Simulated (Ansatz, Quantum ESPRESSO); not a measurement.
TiAl: the pressure in 2 programs

The cell as given:

It takes space group P4/mmm (No. 123, tetragonal). The conventional cell has a = 2.837 Å, b = 2.837 Å, c = 4.059 Å, α = 90.00°, β = 90.00°, γ = 90.00°. Around Ti (site symmetry 4/mmm) lie 4 Ti at 2.84 Å and 8 Al at 2.85 Å. Al (site symmetry 4/mmm) has 4 Al at 2.84 Å and 8 Ti at 2.85 Å as nearest neighbours.

Kept alike: task relaxation of cell and atoms; functional PBEsol; k mesh 9 × 9 × 7; occupations fermi-dirac, width 0.05 eV; no spin polarisation. The mesh is that of the run's cell of 2 atoms. No spin-orbit coupling.

- A: Ansatz, Ansatz PAW, made for PBE, cutoff 420 eV
- B: Quantum ESPRESSO, GBRV 1.5 PBEsol, cutoff 707 eV

```csv
pressure (GPa),A: volume (Å³/atom),B: volume (Å³/atom)
0,15.790,15.765
2,15.536,15.514
5,15.194,15.172
10,14.690,14.669
```

Values on potentials made for another functional: all of A. Values hold for each row's relaxed cell, which stops near the pressure aimed at. Ansatz's stress holds its Pulay term. The runs follow the start's structure, whether or not it is the stable one at these pressures. For a metal such a mesh leaves the last digits unconverged.

Question: How large is the effect of the pressure, and do the programs agree on it?

Answer: From 0 to 10 GPa the volume moves by -1.100 in A, -1.096 in B (Å³/atom). Row by row the programs differ by 0.021 to 0.025, and over this span the shifts, as printed, agree within 1 %.
